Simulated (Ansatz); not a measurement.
The system is Bi2Se3 (Paraguanajuatite).

```
CELL_PARAMETERS angstrom
2.07150 1.19598 9.54533
-2.07150 1.19598 9.54533
0.00000 -2.39196 9.54533
ATOMIC_POSITIONS crystal
Bi 0.59920 0.59920 0.59920
Bi 0.40080 0.40080 0.40080
Se 0.78830 0.78830 0.78830
Se 0.21170 0.21170 0.21170
Se 0.00000 0.00000 0.00000
```

- Program: Ansatz 0.2.0
- Task: relaxation of cell and atoms
- Functional: BLYP
- Dispersion: D4
- Potentials or basis: Ansatz PAW
- Cutoff: 420 eV (not typed: the program's choice for these potentials)
- k mesh: 8 × 8 × 8
- Occupations: fermi-dirac, width 0.05 eV
- Spin: no spin polarisation

At the start: volume 28.38 Å³/atom.

Task: Where does the relaxation end?

Result: It ends after 5 steps and the volume is 28.70 Å³/atom (+1.1 %); space group R-3m (No. 166, to 0.05 Å).

The path:
```tsv
step	energy change (eV)	largest force (eV/Å)	volume (Å³)
1	0.0000	0.3195	141.89
2	-0.0007	0.3238	146.43
3	-0.0251	0.0046	144.17
4	-0.0257	0.0054	143.48
5	-0.0260	0.0054	143.48
```

Final structure:
```yaml
crystal:
  lattice:
    - [2.09458, 1.20931, 9.44102]
    - [-2.09458, 1.20931, 9.44102]
    - [0.00000, -2.41861, 9.44102]
  atoms:
    - { symbol: Bi, position: [0.59837, 0.59837, 0.59837] }
    - { symbol: Bi, position: [0.40163, 0.40163, 0.40163] }
    - { symbol: Se, position: [0.79028, 0.79028, 0.79028] }
    - { symbol: Se, position: [0.20972, 0.20972, 0.20972] }
    - { symbol: Se, position: [0.00000, 0.00000, 0.00000] }
```

Caveat: the plane-wave basis is chosen anew once the cell has moved, so the energies of steps on either side of that aren't comparable; the PAW data sets come from PBE, with cores solved anew for the run's functional, which leaves a small shift of forces and pressure.
